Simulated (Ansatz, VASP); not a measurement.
## Cross-check of Ni (Ni wire along [100], 13 atoms a period) between VASP and Ansatz

One calculation is typed for both programs; each brings its own data sets. How far apart do they land? The structure shown is the start of the Ansatz relaxation below; VASP solves that cell, so the two are compared at the walk's first step.

Program: Ansatz 0.2.0. Level of theory: plane waves, with VASP 6.6.1 beside it; single point at PBE. Results are calculated unless marked as measured.

**1. The structure**

The cell holds 13 atoms: 13 Ni. Its edges and angles: a = 13.840 Å, b = 13.840 Å, c = 3.520 Å, α = 90.0°, β = 90.0°, γ = 90.0°. Vacuum lies along a and b. The structure's axis is c.

**2. Ansatz: relaxation, PBE**

Ansatz runs on its PAW soft_1 files.

The two programs are compared at the cell with which this relaxation starts, whose forces are those of its first step.

input.yaml

```yaml
crystal:
  lattice:
    - [13.84, 0.0, 0.0]
    - [0.0, 13.84, 0.0]
    - [0.0, 0.0, 3.52]
  atoms:
    - { symbol: Ni, position: [0.24566474, 0.5, 0.0], spin: 0.8 }
    - { symbol: Ni, position: [0.37283237, 0.37283237, 0.0], spin: 0.8 }
    - { symbol: Ni, position: [0.37283237, 0.62716763, 0.0], spin: 0.8 }
    - { symbol: Ni, position: [0.5, 0.24566474, 0.0], spin: 0.8 }
    - { symbol: Ni, position: [0.5, 0.5, 0.0], spin: 0.8 }
    - { symbol: Ni, position: [0.5, 0.75433526, 0.0], spin: 0.8 }
    - { symbol: Ni, position: [0.62716763, 0.37283237, 0.0], spin: 0.8 }
    - { symbol: Ni, position: [0.62716763, 0.62716763, 0.0], spin: 0.8 }
    - { symbol: Ni, position: [0.75433526, 0.5, 0.0], spin: 0.8 }
    - { symbol: Ni, position: [0.37283237, 0.5, 0.5], spin: 0.8 }
    - { symbol: Ni, position: [0.5, 0.37283237, 0.5], spin: 0.8 }
    - { symbol: Ni, position: [0.5, 0.62716763, 0.5], spin: 0.8 }
    - { symbol: Ni, position: [0.62716763, 0.5, 0.5], spin: 0.8 }
magnetization:
  spin_polarized: true
kpoints:
  mp_grid: { grid: [1, 1, 23] }
scf:
  occupations: { method: fermi_dirac, width: 0.05 }
hamiltonian:
  xc: pbe
  pseudopotentials: { kind: paw, azcp: { folder: soft_1 } }
relax:
  cell: { fix: [a, b, alpha, beta, gamma] }
  max_steps: 45
  f_tol: 0.03
```

The run is started by

```
> ansatz run input.yaml --threads 4 --pin off --max-ram 16384MiB --backend cpu --events-out ev --progress --plain --runs-dir out
```

Numbers of over 12 decimals in the logs are rounded to 6 here.

Output:

```text
Engine: ansatz 0.2.0, aarch64-unknown-linux-gnu
Pseudopotentials: kind: paw
Pseudopotential: Ni, paw, valence charge 18, recommended cutoff 420 eV (normal), soft_1/Ni.paw.azcp
Functional definition: PBE
  parameter kappa = 0.804
  parameter beta = 0.066725
  exchange = pbe_x(kappa = kappa, mu = beta*pi^2/3)
  correlation = pbe_c(beta = beta)
Crystal: 13 atoms, lattice volume = 674.241 Å³
Basis set: ecut = 420 eV, 13071 PW (Γ), exchange–correlation on 192×192×48 points (8 copies of the dense FFT grid, shifted against one another)
Bands: 147, of which v1, the nominal top of the filled ones, is band 117 counted from 1 (116 counted from 0)
Symmetry: 16 space group operations
Space group: P4/mmm (ITA 123), of the structure as read, at distance tolerance 8.8e-5 Å
Magnetic group: BNS 123.339 (UNI 999), of the structure as read, at distance tolerance 8.8e-5 Å
k-points: 12 of 23
Non-local potential: Ni, projectors of the file, l = 0: 3, l = 1: 2, l = 2: 3, l = 3: 1
PAW form: soft (Blöchl's): semilocal exchange-correlation on the pseudo side does not see the compensation charge
PAW one-centre angular grid: Ni, 590 points (default); XC on 64 Gauss nodes
Initial density: superposition of atomic densities (neutral atoms: chi_scale 0, normalization atom)
Starting moments: Σ|m| = 10.4 μB on 13 of 13 sites
Initial wavefunctions: pseudopotential atomic-orbital guess
Functional: x = pbe(κ = 0.804, μ = 0.219515), c = pbe(β = 0.066725)
SCF iter   1: F=—  HF=-75890.912890 eV  |F-HF|=—  |Δ(HF+E_count)|=         —  Δρ=2.29e-2 (↑2.29e-2 ↓1.62e-2)  dr2=2.89e1  dr2_m=8.40e-1  M=10.779 μB ∫|m|=11.307 μB  β_m=0.30  ethr=3.10e-3  ⟨swp⟩=8.9  Hψ=17363  notcnv=0  defer=151
Mixer restart at iter 1: flushing history
preconditioner: auto → LDOS  [metal: Δε(μ)=0.011 eV  Ē_g=5.827 eV  σ=0.050 eV  W_gap=0.06  n_scr=138 (ndim 8)  ℏωp=16.3 eV  f_vac=0.647  D(μ)=35.10/eV (n_scr^D=338)]
spin=Collinear: LDOS preconditioning applied to the charge; magnetization (m = ρ↑ − ρ↓) channel mixes plain (no charge-response kernel on spin).
SCF iter   2: F=—  HF=-75892.672134 eV  |F-HF|=—  |Δ(HF+E_count)|=    1.76e0  Δρ=1.75e-2 (↑1.75e-2 ↓1.03e-2)  dr2=7.33e0  dr2_m=5.05e-1  M=10.905 μB ∫|m|=11.554 μB  β_m=0.41  ethr=3.10e-3  ⟨swp⟩=2.2  Hψ=5896  notcnv=0  defer=378
SCF iter   3: F=—  HF=-75899.873951 eV  |F-HF|=—  |Δ(HF+E_count)|=    7.20e0  Δρ=9.14e-3 (↑4.27e-3 ↓9.14e-3)  dr2=3.60e-1  dr2_m=1.77e-1  M=11.139 μB ∫|m|=11.985 μB  β_m=0.42  ethr=3.10e-3  ⟨swp⟩=2.5  Hψ=5792  notcnv=0  defer=382
SCF iter   4: F=—  HF=-75901.289892 eV  |F-HF|=—  |Δ(HF+E_count)|=    1.42e0  Δρ=4.25e-3 (↑4.25e-3 ↓3.05e-3)  dr2=2.07e-1  dr2_m=3.98e-2  M=10.898 μB ∫|m|=11.902 μB  β_m=0.64  ethr=1.54e-4  ⟨swp⟩=2.9  Hψ=5588  notcnv=0  defer=366
SCF iter   5: F=—  HF=-75902.444457 eV  |F-HF|=—  |Δ(HF+E_count)|=         —  Δρ=3.25e-3 (↑2.57e-3 ↓3.25e-3)  dr2=1.30e-1  dr2_m=9.08e-3  M=10.589 μB ∫|m|=11.765 μB  β_m=0.64  ethr=8.86e-5  ⟨swp⟩=2.8  Hψ=7105  notcnv=0  defer=363
SCF iter   6: F=—  HF=-75902.527454 eV  |F-HF|=—  |Δ(HF+E_count)|=   8.30e-2  Δρ=3.41e-3 (↑1.47e-3 ↓3.41e-3)  dr2=8.38e-2  dr2_m=1.15e-2  M=10.423 μB ∫|m|=11.628 μB  β_m=0.58  ethr=5.55e-5  ⟨swp⟩=2.2  Hψ=5887  notcnv=0  defer=380
SCF iter   7: F=—  HF=-75902.536973 eV  |F-HF|=—  |Δ(HF+E_count)|=   9.52e-3  Δρ=1.26e-3 (↑9.16e-4 ↓1.26e-3)  dr2=1.04e-2  dr2_m=4.39e-3  M=10.435 μB ∫|m|=11.647 μB  β_m=0.79  ethr=3.58e-5  ⟨swp⟩=2.0  Hψ=5315  notcnv=0  defer=380
SCF iter   8: F=—  HF=-75902.546669 eV  |F-HF|=—  |Δ(HF+E_count)|=   9.70e-3  Δρ=5.46e-4 (↑2.86e-4 ↓5.46e-4)  dr2=2.61e-3  dr2_m=2.13e-4  M=10.411 μB ∫|m|=11.624 μB  β_m=0.73  ethr=4.45e-6  ⟨swp⟩=2.0  Hψ=6625  notcnv=0  defer=380
SCF iter   9: F=—  HF=-75902.546263 eV  |F-HF|=—  |Δ(HF+E_count)|=   4.06e-4  Δρ=1.83e-4 (↑7.36e-5 ↓1.83e-4)  dr2=2.02e-4  dr2_m=5.27e-5  M=10.407 μB ∫|m|=11.623 μB  β_m=0.74  ethr=1.12e-6  ⟨swp⟩=2.0  Hψ=6528  notcnv=0  defer=380
[...]
SCF 6 converged in 11 iterations: F = -75903.507355 eV  dr2 = 9.85e-9
relax step   6: F+E_penalty+E_count = -75903.50735530 eV  Δ(F+E_penalty+E_count) = -3.153e-3 eV  max|allowed force component| = 4.059e-3 eV/Å  Δτ_max = 0.0155 Å  P = -0.009 GPa  Ω = 633.058 Å³  energy of the carried Pulay correction = +5.924e-3 eV  fix = [a, b, alpha, beta, gamma]  reactions: a -0.007, b -0.007 GPa  (11 SCF iters, dr2 threshold 1.85e-8 eV, accepted)
Initial wavefunctions: pseudopotential atomic-orbital guess (no wavefunctions were taken with the density)
[...]
preconditioner: auto → LDOS  [metal: Δε(μ)=0.005 eV  Ē_g=5.637 eV  σ=0.050 eV  W_gap=0.02  n_scr=36 (ndim 8)  ℏωp=16.8 eV  f_vac=0.678  D(μ)=24.30/eV (n_scr^D=198)]
spin=Collinear: LDOS preconditioning applied to the charge; magnetization (m = ρ↑ − ρ↓) channel mixes plain (no charge-response kernel on spin).
[...]
SCF iter   3: F=—  HF=-75903.499133 eV  |F-HF|=—  |Δ(HF+E_count)|=   1.38e-5  Δρ=5.68e-5 (↑5.68e-5 ↓2.45e-5)  dr2=2.30e-5  dr2_m=5.73e-6  M=10.155 μB ∫|m|=11.199 μB  β_m=0.64  ethr=9.08e-8  ⟨swp⟩=1.8  Hψ=3555  notcnv=0
SCF iter   4: F=—  HF=-75903.499146 eV  |F-HF|=—  |Δ(HF+E_count)|=   1.34e-5  Δρ=2.87e-5 (↑2.24e-5 ↓2.87e-5)  dr2=1.47e-5  dr2_m=1.66e-6  M=10.154 μB ∫|m|=11.197 μB  β_m=0.62  ethr=9.82e-9  ⟨swp⟩=2.0  Hψ=6364  notcnv=0
SCF iter   5: F=—  HF=-75903.499149 eV  |F-HF|=—  |Δ(HF+E_count)|=   2.92e-6  Δρ=2.21e-5 (↑2.21e-5 ↓1.51e-5)  dr2=4.81e-6  dr2_m=1.85e-7  M=10.153 μB ∫|m|=11.196 μB  β_m=0.54  ethr=6.26e-9  ⟨swp⟩=2.0  Hψ=6362  notcnv=0
SCF iter   6: F=—  HF=-75903.499148 eV  |F-HF|=—  |Δ(HF+E_count)|=   8.81e-7  Δρ=5.88e-6 (↑4.01e-6 ↓5.88e-6)  dr2=2.71e-7  dr2_m=2.95e-8  M=10.152 μB ∫|m|=11.195 μB  β_m=0.50  ethr=2.06e-9  ⟨swp⟩=2.6  Hψ=5746  notcnv=0
SCF iter   7: F=—  HF=-75903.499148 eV  |F-HF|=—  |Δ(HF+E_count)|=   9.37e-9  Δρ=1.56e-6 (↑1.56e-6 ↓1.46e-6)  dr2=9.81e-9  dr2_m=8.64e-9  M=10.152 μB ∫|m|=11.195 μB  β_m=0.67  ethr=1.16e-10  ⟨swp⟩=3.1  Hψ=6117  notcnv=0
SCF iter   8: F=—  HF=-75903.499148 eV  |F-HF|=—  |Δ(HF+E_count)|=   4.42e-7  Δρ=6.96e-7 (↑6.96e-7 ↓6.14e-7)  dr2=3.63e-9  dr2_m=1.82e-9  M=10.152 μB ∫|m|=11.195 μB  β_m=0.83  ethr=4.19e-12  ⟨swp⟩=3.3  Hψ=6726  notcnv=0
SCF iter   9: F=—  HF=-75903.499148 eV  |F-HF|=—  |Δ(HF+E_count)|=   4.38e-9  Δρ=2.95e-7 (↑2.95e-7 ↓2.87e-7)  dr2=1.50e-9  dr2_m=6.44e-11  M=10.152 μB ∫|m|=11.195 μB  β_m=0.77  ethr=1.55e-12  ⟨swp⟩=2.4  Hψ=6500  notcnv=0
SCF iter  10: F=—  HF=-75903.499148 eV  |F-HF|=—  |Δ(HF+E_count)|=  5.82e-11  Δρ=2.39e-7 (↑1.14e-7 ↓2.39e-7)  dr2=3.75e-10  dr2_m=5.55e-11  M=10.152 μB ∫|m|=11.195 μB  β_m=0.73  ethr=1.00e-12  ⟨swp⟩=2.0  Hψ=6360  notcnv=0
SCF iter  11: F=—  HF=-75903.499148 eV  |F-HF|=—  |Δ(HF+E_count)|=  4.37e-11  Δρ=4.64e-8 (↑2.62e-8 ↓4.64e-8)  dr2=8.84e-12  dr2_m=5.16e-12  M=10.152 μB ∫|m|=11.195 μB  β_m=0.86  ethr=1.00e-12  ⟨swp⟩=1.6  Hψ=3693  notcnv=0
SCF iter  12: F=-75903.499148 eV  HF=-75903.499148 eV  |F-HF|=0.00e0  |Δ(HF+E_count)|=  7.28e-11  Δρ=6.13e-8 (↑2.19e-8 ↓6.13e-8)  dr2=3.20e-11  dr2_m=3.69e-12  M=10.152 μB ∫|m|=11.195 μB  ethr=1.00e-12  ⟨swp⟩=3.3  Hψ=11789  notcnv=0
SCF 7 converged in 12 iterations: F = -75903.499148 eV  dr2 = 3.20e-11
relax step   7: F+E_penalty+E_count = -75903.49914767 eV  Δ(F+E_penalty+E_count) = +8.208e-3 eV  max|allowed force component| = 4.165e-3 eV/Å  Δτ_max = 0.0000 Å  P = +0.001 GPa  Ω = 633.058 Å³  fix = [a, b, alpha, beta, gamma]  reactions: a +0.000, b +0.000 GPa  stress off target by 1.72e-3 GPa on what of the cell is left free  SCF on the basis re-selected at this cell (its energy is not comparable with the rows above)  (12 SCF iters)
basis re-selected at this cell: Δ(F+E_penalty+E_count) = +8.208e-3 eV, ΔP = +0.010 GPa vs the last step (what re-selecting the basis moved, of the pressure what is left beyond the Pulay correction that the steps carried, after the strain that the cell walked since its last selection, with what the two solves' SCF thresholds leave and, on support functions, any second-order correction that the steps lacked; it is no m [...]
SCF converged after 12 iterations
Magnetization: 10.1523 μB (122.0762 up, 111.9238 down)
Absolute magnetization: 11.2065 μB (∫|ρ↑−ρ↓|, with the PAW one-centre terms)
Spin contamination: 0.1190 ħ² per cell (⟨S²⟩ above its minimum at these occupations)
Per-site moments (μB) at R_I (Å): [(0.798973, 0.949541), (0.844726, 0.991239), (0.844726, 0.991239), (0.798973, 0.949541), (0.766775, 1.008794), (0.798973, 0.949541), (0.844726, 0.991239), (0.844726, 0.991239), (0.798973, 0.949541), (0.699558, 0.949541), (0.699558, 0.949541), (0.699558, 0.949541), (0.699558, 0.949541)]
Free energy (F): -75903.499148 eV
Harris-Foulkes:  -75903.499148 eV  (|F-HF|=0.00e0)
Internal energy: -75903.298806 eV  (E = F + TS)
E sigma→0 (E₀):  -75903.398977 eV
Entropy (-TS):   -0.200341 eV (-15.411 meV/atom)
Fermi energy:    0.914760 eV
--- Per-component energies (eV) ---
  E_band       = -7675.720571
  E_kinetic    = 4403.033638
  E_local      = -225913.207882  (includes V_loc(G=0)·N_el)
  E_nonlocal   = -1491.842371
  E_hartree    = 112526.026848
  E_xc         = -1446.834755
  E_vxc        = -1864.721096  (∫ρ·V_xc dr)
  E_paw        = -21578.183774  (= ΣΔE_a)
  E_vpaw       = -7861.049667  (= ΣTr[D̂ρ^β])
  E_aug_tail   = 0.012242  (compensation charges beyond the density's cutoff)
  E_ewald      = 57597.697247
  E_smearing   = -0.200341  (= −TS)
  E_closure    = 0.000000  (closes the sum)
  Σ components = -75903.499148   (vs F -75903.499148, Δ=0.00e0)
--- Forces (eV/Å), atoms counted from 1 ---
  atom   1  Ni    -0.00394072     0.00000000     0.00000000
  atom   2  Ni    -0.00215756    -0.00215756    -0.00000000
  atom   3  Ni    -0.00215756     0.00215756    -0.00000000
  atom   4  Ni     0.00000000    -0.00394072     0.00000000
  atom   5  Ni     0.00000000    -0.00000000    -0.00000000
  atom   6  Ni    -0.00000000     0.00394072    -0.00000000
  atom   7  Ni     0.00215756    -0.00215756     0.00000000
  atom   8  Ni     0.00215756     0.00215756     0.00000000
  atom   9  Ni     0.00394072     0.00000000    -0.00000000
  atom  10  Ni    -0.00416542     0.00000000     0.00000000
  atom  11  Ni     0.00000000    -0.00416542     0.00000000
  atom  12  Ni    -0.00000000     0.00416542    -0.00000000
  atom  13  Ni     0.00416542     0.00000000    -0.00000000
  max |Σ_I F_I| component: 3.86e-27 eV/Å
--- Stress (GPa, compression-positive) ---
        0.000391       0.000000       0.000000
        0.000000       0.000391      -0.000000
        0.000000      -0.000000       0.001716
  P = ⅓ Tr σ = 0.0008 GPa (0.008 kbar)
--- Relaxed structure (6 steps of the walk, 6 accepted, 1 SCFs on fresh bases) ---
  F+E_penalty+E_count = -75903.49914767 eV   max|allowed force component| = 4.165e-3 eV/Å   (the final SCF, on the basis selected at the relaxed cell)
  cell:  # Å, volume = 633.0576 Å³
    - [13.84, 0.0, 0.0]
    - [0.0, 13.84, 0.0]
    - [0.0, 0.0, 3.304997]
  atoms:
    - { symbol: Ni, position: [0.253952, 0.5, 0.0] }
    - { symbol: Ni, position: [0.374017, 0.374017, 0.0] }
    - { symbol: Ni, position: [0.374017, 0.625983, 0.0] }
    - { symbol: Ni, position: [0.5, 0.253952, 0.0] }
    - { symbol: Ni, position: [0.5, 0.5, 0.0] }
    - { symbol: Ni, position: [0.5, 0.746048, 0.0] }
    - { symbol: Ni, position: [0.625983, 0.374017, 0.0] }
    - { symbol: Ni, position: [0.625983, 0.625983, 0.0] }
    - { symbol: Ni, position: [0.746048, 0.5, 0.0] }
    - { symbol: Ni, position: [0.369741, 0.5, 0.500000] }
    - { symbol: Ni, position: [0.5, 0.369741, 0.500000] }
    - { symbol: Ni, position: [0.5, 0.630259, 0.500000] }
    - { symbol: Ni, position: [0.630259, 0.5, 0.500000] }
```

The column dr2 measures how far the density is from self-consistency, as an energy; F and HF (Harris–Foulkes) agree once it is small.

[end of part 1 of 2]

[Lines on the potential files, build, host, timing and source positions are cut from VASP's logs without a mark.]

[Logs are printed without paths, hosts, clocks, repeated set-up lines and the standing remarks that a program may print on its own settings, such as how far it seeks lower states.]

[Hosts, paths, dates, database ids (printed as entryN), source tags and the programs' standing remarks are cut or masked in the printed files.]
